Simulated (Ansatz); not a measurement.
Relaxed BaSnO3 (cubic perovskite):

```xyz
5
Lattice="4.1761 0.0000 0.0000 0.0000 4.1761 0.0000 0.0000 0.0000 4.1761" Properties=species:S:1:pos:R:3 pbc="T T T"
Ba     0.0000     0.0000     0.0000
Sn     2.0880     2.0880     2.0880
O      0.0000     2.0880     2.0880
O      2.0880     2.0880     0.0000
O      2.0880     0.0000     2.0880
```

In this cell atom 2 (Sn, nearest neighbour O at 2.088 Å; its periodic images, 4.2 Å or more away, move with it) is moved by u·(0.707, 0.707, 0.000) + v·(0.000, 0.000, 1.000); the rest is frozen.

All values below come from PBE (plane waves to 420 eV, PAW, scalar-relativistic; Ansatz, an electronic-structure program). k mesh 7×7×7 (Γ-centred), Fermi-Dirac smearing 0.05 eV. Energies are smeared free energies. Points where atoms come too close for the PAW data are left out (x in tables, blank in figures). Fu and Fv are the components of the force on the atom. BaSnO3 was relaxed with its symmetry unable to fall. ΔE is measured from the undisplaced structure. Axes are in Å.

ΔE (meV/cell), with u across and v down:

```
v \ u   -0.690  -0.345  0.000  0.345  0.690
------  ------  ------  -----  -----  -----
-0.690    7698       x      x      x   7698
-0.345    4610    1880   1271   1880   4610
0.000     4650     979      0    979   4650
0.345     4610    1880   1271   1880   4610
0.690     7698       x      x      x   7698
```

Fv (eV/Å), with u across and v down:

```tsv
v \ u	-0.690	-0.345	0.000	0.345	0.690
-0.690	21.73	x	x	x	21.73
-0.345	1.27	7.24	9.74	7.24	1.27
0.000	0.00	0.00	0.00	0.00	0.00
0.345	-1.27	-7.24	-9.74	-7.24	-1.27
0.690	-21.73	x	x	x	-21.73
```

Derived quantities:

Lowest place on the grid: u = 0.000 Å, v = 0.000 Å (0 meV/cell).

The 25 points together took about 8 core-minutes (a rough figure).

(For displaced atoms, the force is minus the slope of the energy, and its curvature is a force constant, which sets phonon frequencies.)
